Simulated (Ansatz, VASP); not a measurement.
## PbO: VASP beside Ansatz

```
CELL_PARAMETERS angstrom
4.26093 0.00000 0.00000
-2.13047 3.69008 0.00000
0.00000 0.00000 5.27918
ATOMIC_POSITIONS crystal
Pb 0.33333 0.66667 0.25000
Pb 0.66667 0.33333 0.75000
O 0.66667 0.33333 0.25000
O 0.33333 0.66667 0.75000
```

Alike in both runs: task single point; functional PBE; k mesh 6 × 6 × 4; no spin polarisation.

|  | VASP | Ansatz |
| --- | --- | --- |
| version | VASP 6.6.1 | Ansatz 0.2.0 |
| potentials or method | VASP PAW PBE potentials, release 64 (Pb_d, O) | plane waves, PAW |
| plane-wave cutoff (eV) | 520 | 420 |
| occupations | gaussian, width 0.01 eV | fixed |
| valence electrons in the cell | 40 | 40 |

VASP gave:

| Item | Value |
| --- | --- |
| gap on the k mesh at the Fermi level (eV) | 1.28 |
| pressure (GPa) | 2.3 |
| largest component of the traceless stress (GPa) | 0.07 |

Q: Which values does Ansatz return?

A: gap on the k mesh at the Fermi level (eV): 1.28; pressure (GPa): 2.3; largest component of the traceless stress (GPa): 0.10.

Caveats: spin-orbit coupling is left out, which as a rule narrows the gap of such compounds by several tenths of an eV. A k mesh can miss the band edges.
